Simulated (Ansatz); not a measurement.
GaAs: phonons with PBE

The system is GaAs.

```
Ga As
1.0
    -1.88077    1.88077    3.02585
     1.88077   -1.88077    3.02585
     1.88077    1.88077   -3.02585
Ga As
1 1
Direct
  0.00000 0.00000 0.00000
  0.50000 0.50000 0.00000
```

The cell was built by a generator and needn't be a form met in nature.

- Program: Ansatz 0.2.0
- Task: phonons
- Functional: PBE
- Potentials or basis: Ansatz PAW
- Cutoff: 420 eV (not typed: the program's choice for these potentials)
- k mesh: 7 × 7 × 7
- Occupations: fermi-dirac, width 0.05 eV
- Spin: no spin polarisation

```
Band gap on the k mesh        : none (metal or under the smearing width)
Highest phonon frequency at Γ : 151 cm⁻¹
Most unstable mode            : 126i cm⁻¹
```

Levels at points of the mesh, in eV from the Fermi level:
```tsv
k point	band 10	band 11	band 12	band 13	band 14	band 15	band 16	band 17	band 18
(0.00, 0.00, 0.00)	-14.55	-12.41	-0.60	-0.32	-0.32	0.89	5.11	6.77	7.86
```

Phonon frequencies in cm⁻¹ (negative: imaginary):
```csv
q point,frequencies
"(0.000, 0.000, 0.000)",-126 0 0 0 151 151
```

It took 16 s on 2 threads of Intel(R) Xeon(R) Processor @ 2.70GHz (shared host), peak memory 0.52 GiB.

Caveat: some modes are imaginary.
